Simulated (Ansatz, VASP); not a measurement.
**LiCl: VASP beside Ansatz**

Aim: how closely do two programs agree when they are given the same cell, functional and k mesh? The cell is taken from a series of VASP runs on this material, whose earlier steps may have relaxed, scaled or displaced it; both programs get it as it stands.

Calculated with Ansatz 0.2.0; plane waves, with VASP 6.6.1 beside it; relaxation of cell and atoms at LDA.

### Step 1. The structure

The structure is cubic, space group Fm-3m (No. 225). Conventional cell: a = 4.961 Å, b = 4.961 Å, c = 4.961 Å, α = 90.00°, β = 90.00°, γ = 90.00°. Nearest to Li lie 6 Cl at 2.48 Å. Cl has 6 Li at 2.48 Å nearest. Farther neighbours and most contacts between anions are not listed.

As a file:

```cif
data_structure
_symmetry_space_group_name_H-M 'Fm-3m'
_symmetry_Int_Tables_number 225
_cell_length_a 4.9614
_cell_length_b 4.9614
_cell_length_c 4.9614
_cell_angle_alpha 90.000
_cell_angle_beta 90.000
_cell_angle_gamma 90.000
_cell_volume 122.13
loop_
_atom_site_label
_atom_site_type_symbol
_atom_site_symmetry_multiplicity
_atom_site_Wyckoff_symbol
_atom_site_fract_x
_atom_site_fract_y
_atom_site_fract_z
_atom_site_occupancy
Li1 Li 4 a 0.00000 0.00000 0.00000 1
Cl1 Cl 4 b 0.50000 0.00000 0.00000 1
```

### Step 2. VASP: relaxation of cell and atoms, LDA

The relaxed volume is the usual yardstick between codes: its relative difference is about their pressure difference at one cell divided by the bulk modulus.

Lines of VASP's logs that name or quote its potential files are left out, and so is its time.

Input file INCAR:

```
SYSTEM = LiCl
PREC = Accurate
ENCUT = 650
EDIFF = 1E-06
NELM = 100
ISMEAR = 0
SIGMA = 0.05
LREAL = .FALSE.
ALGO = Normal
GGA = CA
NBANDS = 11
LORBIT = 11
LWAVE = .FALSE.
LCHARG = .FALSE.
KPAR = 2
IBRION = 2
NSW = 60
ISIF = 3
EDIFFG = -0.01
```

Input file POSCAR:

```
LiCl
1.0
    0.0000000000      2.4807156903      2.4807156903
    2.4807156903      0.0000000000      2.4807156903
    2.4807156903      2.4807156903      0.0000000000
Li Cl
1 1
Direct
    0.0000000000      0.0000000000      0.0000000000
    0.5000000000      0.5000000000      0.5000000000
```

Input file KPOINTS:

```
Automatic mesh
0
Gamma
8 8 8
0 0 0
```

PAW data sets: Li_sv and Cl (LDA family, release 64).

Run with:

```console
mpirun -np 2 vasp_std
```

Numbers of over 12 decimals in the logs are rounded to 6 here.

Log:

```text
[banner, memory and clock lines left out]
running    2 mpi-ranks, on    1 nodes
 distrk:  each k-point on    1 cores,    2 groups
 distr:  one band on    1 cores,    1 groups

 POSCAR found type information on POSCAR LiCl
 POSCAR found :  2 types and       2 ions
 LDA part: xc-table for (Slater(with rela. corr.)+CA(PZ))
 , standard interpolation
 POSCAR, INCAR and KPOINTS ok, starting setup
 FFT: planning ... GRIDC
 FFT: planning ... GRID_SOFT
 FFT: planning ... GRID
 WAVECAR not read
 entering main loop
       N       E                     dE             d eps       ncg     rms          rms(c)
DAV:   1     0.416020132304E+02    0.41602E+02   -0.49584E+03   638   0.998E+02
DAV:   2    -0.552130892742E+01   -0.47123E+02   -0.44482E+02   808   0.155E+02
DAV:   3    -0.811759783951E+01   -0.25963E+01   -0.25869E+01   848   0.387E+01
DAV:   4    -0.816445027854E+01   -0.46852E-01   -0.46822E-01   869   0.544E+00
DAV:   5    -0.816531135711E+01   -0.86108E-03   -0.86100E-03   864   0.636E-01    0.253E+00
DAV:   6    -0.810312819346E+01    0.62183E-01   -0.11109E-01   818   0.163E+00    0.175E+00
DAV:   7    -0.809561987332E+01    0.75083E-02   -0.30476E-02   927   0.943E-01    0.835E-01
DAV:   8    -0.809545517160E+01    0.16470E-03   -0.25242E-03   907   0.356E-01    0.119E-01
DAV:   9    -0.809543329694E+01    0.21875E-04   -0.10681E-04   784   0.744E-02    0.249E-02
DAV:  10    -0.809544033316E+01   -0.70362E-05   -0.70613E-06   814   0.209E-02    0.698E-03
DAV:  11    -0.809544021534E+01    0.11782E-06   -0.90593E-07   478   0.716E-03
   1 F= -.80954402E+01 E0= -.80954402E+01  d E =-.809544E+01
 curvature:   0.00 expect dE= 0.000E+00 dE for cont linesearch  0.000E+00
 trial: gam= 0.00000 g(F)=  0.255E-60 g(S)=  0.729E-06 ort = 0.000E+00 (trialstep = 0.100E+01)
 search vector abs. value=  0.729E-06
 reached required accuracy - stopping structural energy minimisation
```

From OUTCAR (step 2):

```text
ion  position               nearest neighbor table
   1  0.000  0.000  0.000-   2 2.48   2 2.48   2 2.48   2 2.48   2 2.48   2 2.48
   2  0.500  0.500  0.500-   1 2.48   1 2.48   1 2.48   1 2.48   1 2.48   1 2.48

  LATTYP: Found a face centered cubic cell.
 ALAT       =     4.9614313806

 Subroutine GETGRP returns: Found 48 space group operations
 (whereof 48 operations were pure point group operations)

The static configuration has the point symmetry O_h .

 Found     29 irreducible k-points:

   k-points           NKPTS =     29   k-points in BZ     NKDIM =     29   number of bands    NBANDS=     11

   dimension x,y,z NGX =    30 NGY =   30 NGZ =   30
   dimension x,y,z NGXF=    60 NGYF=   60 NGZF=   60

   ENCUT  =  650.0 eV  47.77 Ry    6.91 a.u.   7.29  7.29  7.29*2*pi/ulx,y,z

   NELECT =      10.0000    total number of electrons

 k-points in reciprocal lattice and weights: Automatic mesh
   0.00000000  0.00000000  0.00000000       0.002
   0.12500000  0.00000000  0.00000000       0.016
   0.25000000  0.00000000  0.00000000       0.016
   0.37500000  0.00000000  0.00000000       0.016
   0.50000000  0.00000000  0.00000000       0.008
   0.12500000  0.12500000  0.00000000       0.012
   0.25000000  0.12500000  0.00000000       0.047
   0.37500000  0.12500000  0.00000000       0.047
   0.50000000  0.12500000  0.00000000       0.047
[...]
-0.37500000  0.50000000  0.12500000       0.023
  -0.25000000  0.50000000  0.25000000       0.012

 average (electrostatic) potential at core
       1 -63.9040       2 -95.9417

 E-fermi :   1.4809

 k-point     1 :       0.0000    0.0000    0.0000
  band No.  band energies     occupation
      1     -41.0697      2.00000
      2     -12.4464      2.00000
      3       1.2638      2.00000
      4       1.2638      2.00000
      5       1.2638      2.00000
      6       7.8886      0.00000
      7      13.0784      0.00000
      8      13.0784      0.00000
      9      13.0784      0.00000
     10      15.9509      0.00000
    ...

 k-point     2 :       0.1250    0.0000    0.0000
  band No.  band energies     occupation
      1     -41.0690      2.00000
      2     -12.3516      2.00000
      3       0.6411      2.00000
      4       1.2138      2.00000
      5       1.2138      2.00000
      6       8.3471      0.00000
      7      12.3014      0.00000
      8      13.0078      0.00000
      9      13.0078      0.00000
     10      14.3728      0.00000
    ...

 k-point     3 :       0.2500    0.0000    0.0000
  band No.  band energies     occupation
      1     -41.0670      2.00000
      2     -12.1066      2.00000
      3      -0.5998      2.00000
      4       1.1011      2.00000
      5       1.1011      2.00000
      6       8.5211      0.00000
      7      11.7948      0.00000
      8      11.7948      0.00000
      9      12.4551      0.00000
     10      15.2853      0.00000
    ...

  Total       -0.0031748     -0.0031748     -0.0031748      0.0000000     -0.0000000      0.0000000
  in kB       -0.1665985     -0.1665985     -0.1665985      0.0000000     -0.0000000      0.0000000
  external PRESSURE =      -0.1665985 kB  Pullay stress =       0.0000000 kB

  energy-cutoff  :      650.00
  volume of cell :       30.53
      direct lattice vectors                 reciprocal lattice vectors
     0.000000000  2.480715690  2.480715690    -0.201554738  0.201554738  0.201554738
     2.480715690  0.000000000  2.480715690     0.201554738 -0.201554738  0.201554738
     2.480715690  2.480715690  0.000000000     0.201554738  0.201554738 -0.201554738

 POSITION                                       TOTAL-FORCE (eV/Angst)
 -----------------------------------------------------------------------------------
      0.00000      0.00000      0.00000         0.000000      0.000000      0.000000
      2.48072      2.48072      2.48072        -0.000000     -0.000000     -0.000000
 -----------------------------------------------------------------------------------
    total drift:                               -0.000000     -0.000000      0.000000

  FREE ENERGIE OF THE ION-ELECTRON SYSTEM (eV)
  ---------------------------------------------------
  free  energy   TOTEN  =        -8.0954402153 eV

  energy  without entropy=       -8.0954402153  energy(sigma->0) =       -8.09544022

 reached required accuracy - stopping structural energy minimisation

 total charge
# of ion       s       p       d       tot
------------------------------------------
    1        2.010   0.057   0.000   2.067
    2        1.585   3.579   0.000   5.164
--------------------------------------------------
tot          3.596   3.636   0.000   7.231

[... 3 further parts left out ...]
```

### Step 3. Ansatz: relaxation of cell and atoms, LDA

Ansatz runs on its default PAW (the set named soft_2) files.

The same cell, functional (in two slightly different forms), mesh and smearing now go to Ansatz, which takes its cutoff from its data sets.

Input file input.yaml:

```yaml
crystal:
  lattice:
    - [0.0, 2.4807156903, 2.4807156903]
    - [2.4807156903, 0.0, 2.4807156903]
    - [2.4807156903, 2.4807156903, 0.0]
  atoms:
    - { symbol: Li, position: [0.0, 0.0, 0.0] }
    - { symbol: Cl, position: [0.5, 0.5, 0.5] }
hamiltonian:
  xc: lda
  pseudopotentials: { kind: paw }
kpoints:
  mp_grid: { grid: [8, 8, 8] }
scf:
  occupations: { method: gaussian, width: 0.05 }
relax:
  f_tol: 0.01
  max_steps: 60
  cell: { stress_tol: 0.05 }
output:
  forces: true
  stress: true
```

Run with:

```console
ansatz run input.yaml --threads 4 --pin off --max-ram 9216MiB --backend cpu --events-out ev --progress --plain --runs-dir out
```

Log:

```text
Engine: ansatz 0.2.0, aarch64-unknown-linux-gnu
Pseudopotentials: kind: paw
Pseudopotential: Li, paw, valence charge 3, recommended cutoff 420 eV (normal), Li.paw.azcp
Pseudopotential: Cl, paw, valence charge 7, recommended cutoff 420 eV (normal), Cl.paw.azcp
Functional definition: SPW92
  exchange = slater_x
  correlation = pw_c
Crystal: 2 atoms, lattice volume = 30.532 Å³
Basis set: ecut = 420 eV, 609 PW (Γ)
Bands: 9, of which v1, the nominal top of the filled ones, is band 5 counted from 1 (4 counted from 0)
Symmetry: 48 space group operations
Space group: Fm-3m (ITA 225), of the structure as read, at distance tolerance 3.1e-5 Å
k-points: 29 of 512
Non-local potential: Li, projectors of the file, l = 0: 3, l = 1: 2, l = 2: 1
Non-local potential: Cl, projectors of the file, l = 0: 2, l = 1: 2, l = 2: 2
PAW form: soft (Blöchl's): semilocal exchange-correlation on the pseudo side does not see the compensation charge
PAW frozen core: Cl, regenerated for the run's functional, and the local potential with it (the file was generated under x = pbe(κ = 0.804, μ = 0.219515), c = pbe(β = 0.066725))
PAW one-centre angular grid: Li, 110 points (default); XC on 64 Gauss nodes
PAW one-centre angular grid: Cl, 110 points (default); XC on 64 Gauss nodes
Initial density: superposition of atomic densities (neutral atoms: chi_scale 0, normalization atom), corrected by the library's trained network
Initial wavefunctions: pseudopotential atomic-orbital guess
Functional: x = slater, c = lda
SCF iter   1: F=—  HF=-1249.484330 eV  |F-HF|=—  |Δ(HF+E_count)|=         —  Δρ=7.21e-3  dr2=1.14e-2  ethr=1.77e-3  ⟨swp⟩=5.1  Hψ=1795  notcnv=0
preconditioner: auto → none  [insulator: Δε(μ)=6.424 eV  Ē_g=14.317 eV  σ=0.050 eV  W_gap=1.00  n_scr=8 (ndim 8)  ℏωp=19.0 eV  f_vac=0.000  D(μ)=0.00/eV (n_scr^D=0)  ε∞_Penn≈2.8]
SCF iter   2: F=—  HF=-1249.477456 eV  |F-HF|=—  |Δ(HF+E_count)|=   6.87e-3  Δρ=3.15e-3  dr2=1.27e-3  ethr=1.14e-4  ⟨swp⟩=3.0  Hψ=720  notcnv=0
SCF iter   3: F=—  HF=-1249.476435 eV  |F-HF|=—  |Δ(HF+E_count)|=   1.02e-3  Δρ=5.85e-4  dr2=1.20e-4  ethr=1.27e-5  ⟨swp⟩=2.0  Hψ=401  notcnv=0
SCF iter   4: F=—  HF=-1249.476394 eV  |F-HF|=—  |Δ(HF+E_count)|=   4.11e-5  Δρ=9.53e-5  dr2=1.26e-6  ethr=1.20e-6  ⟨swp⟩=2.6  Hψ=382  notcnv=0
SCF iter   5: F=—  HF=-1249.476392 eV  |F-HF|=—  |Δ(HF+E_count)|=   1.43e-6  Δρ=5.00e-6  dr2=4.82e-9  ethr=1.26e-8  ⟨swp⟩=2.3  Hψ=404  notcnv=0
SCF iter   6: F=-1249.476392 eV  HF=-1249.476392 eV  |F-HF|=2.50e-12  |Δ(HF+E_count)|=   1.07e-9  Δρ=5.19e-7  dr2=2.30e-11  ethr=4.82e-11  ⟨swp⟩=1.1  Hψ=791  notcnv=0
SCF 1 converged in 6 iterations: F = -1249.476392 eV  dr2 = 2.30e-11
  greatest PAW one-centre occupation: 1.000 electrons in one spin orbital (limit 2), on the Li atom at site 0 (counted from 0), in its partial waves of l = 0
relax step   1: F+E_penalty+E_count = -1249.47639229 eV  Δ(F+E_penalty+E_count) = +0.000e0 eV  max|allowed force component| = 2.141e-30 eV/Å  Δτ_max = 0.0000 Å  P = +0.073 GPa  Ω = 30.532 Å³  (6 SCF iters, dr2 threshold 1.00e-7 eV, accepted)
[...]
relax step   2: F+E_penalty+E_count = -1249.47640182 eV  Δ(F+E_penalty+E_count) = -9.527e-6 eV  max|allowed force component| = 1.602e-30 eV/Å  Δτ_max = 0.0000 Å  P = +0.029 GPa  Ω = 30.565 Å³  energy of the carried Pulay correction = -1.014e-6 eV  (3 SCF iters, dr2 threshold 1.35e-8 eV, accepted)
[...]
relax step   3: F+E_penalty+E_count = -1249.47640217 eV  Δ(F+E_penalty+E_count) = -3.492e-7 eV  max|allowed force component| = 1.089e-30 eV/Å  Δτ_max = 0.0000 Å  P = +0.029 GPa  Ω = 30.565 Å³  stress off target by 2.90e-2 GPa  SCF on the basis re-selected at this cell (its energy is not comparable with the rows above)  (4 SCF iters)
basis re-selected at this cell: Δ(F+E_penalty+E_count) = -3.492e-7 eV, ΔP = +0.000 GPa vs the last step (what re-selecting the basis moved, of the pressure what is left beyond the Pulay correction that the steps carried, after the strain that the cell walked since its last selection, with what the two solves' SCF thresholds leave and, on support functions, any second-order correction that the steps lacked; it is no m [...]
SCF converged after 4 iterations
Free energy (F): -1249.476402 eV
Harris-Foulkes:  -1249.476402 eV  (|F-HF|=4.55e-13)
Internal energy: -1249.476402 eV  (E = F + TS)
E sigma→0 (E₀):  -1249.476402 eV
Fermi energy:    5.645800 eV
--- Per-component energies (eV) ---
  E_band       = -95.766016
  E_kinetic    = 184.445242
  E_local      = -304.608954  (includes V_loc(G=0)·N_el)
  E_nonlocal   = -2.701531
  E_hartree    = 86.751063
  E_xc         = -117.526108
  E_vxc        = -136.599511  (∫ρ·V_xc dr)
  E_paw        = -643.877029  (= ΣΔE_a)
  E_vpaw       = -9.803510  (= ΣTr[D̂ρ^β])
  E_aug_tail   = 0.000116  (compensation charges beyond the density's cutoff)
  E_ewald      = -452.149692
  E_core_change = 0.190492  (= ΣΔE_core)
  E_smearing   = -0.000000  (= −TS)
  E_closure    = -0.000000  (closes the sum)
  Σ components = -1249.476402   (vs F -1249.476402, Δ=0.00e0)
--- Forces (eV/Å), atoms counted from 1 ---
  atom   1  Li    -0.00000000    -0.00000000    -0.00000000
  atom   2  Cl     0.00000000    -0.00000000    -0.00000000
  max |Σ_I F_I| component: 2.03e-30 eV/Å
--- Stress (GPa, compression-positive) ---
        0.028976      -0.000000      -0.000000
        0.000000       0.028976      -0.000000
       -0.000000      -0.000000       0.028976
  P = ⅓ Tr σ = 0.0290 GPa (0.290 kbar)
--- Relaxed structure (2 steps of the walk, 2 accepted, 1 SCFs on fresh bases) ---
  F+E_penalty+E_count = -1249.47640217 eV   max|allowed force component| = 1.089e-30 eV/Å   (the final SCF, on the basis selected at the relaxed cell)
  cell:  # Å, volume = 30.5654 Å³
    - [0, 2.481610, 2.481610]
    - [2.481610, 0, 2.481610]
    - [2.481610, 2.481610, 0]
  atoms:
    - { symbol: Li, position: [0, 0, 0] }
    - { symbol: Cl, position: [0.5, 0.5, 0.5] }
```

It took 0.72 s on 4 threads of Arm Neoverse V1, shared host; peak memory 0.27 GiB; 1.9 s of CPU time.

### Step 4. Comparison

Known differences besides the potentials themselves: the two LDA forms differ slightly; both relaxations stop at a tolerance, which leaves soft axes loose, and VASP keeps its plane-wave basis; the cutoff is 420 eV in Ansatz and 650 eV in VASP; VASP's log shows a relativistic correction to its local exchange, Ansatz's none; Ansatz adds a Pulay correction to the stress that steers its cell, VASP none. Total energies have different zeros and are not compared.

The two programs side by side:

```csv
quantity,Ansatz,VASP,difference
volume (Å³),30.57,30.53,+0.11 %
"edge a after relaxation, in the typed setting (Å)",3.510,3.508,+0.03 %
```

The walks stopped with 0.03 GPa left in Ansatz and -0.02 GPa in VASP; each walk ends within a tolerance, so the volume difference is uncertain by about these residues over the bulk modulus, most in soft cells.

### Step 5. Results

* difference in volume (relaxation of cell and atoms, LDA): 0.11 %

In words: The difference in volume is 0.11 % (relaxation of cell and atoms, LDA), within the 1.2 % picked in this series as the mark of a large difference, as far as the stopping tolerances let one tell. How closely two codes agree says nothing of how well the functional describes the real material.

[Lines on the potential files, build, host, timing and source positions are cut from VASP's logs without a mark.]

[Logs are printed without paths, hosts, clocks, repeated set-up lines and the standing remarks that a program may print on its own settings, such as how far it seeks lower states.]

[Hosts, paths, dates, database ids (printed as entryN), source tags and the programs' standing remarks are cut or masked in the printed files.]
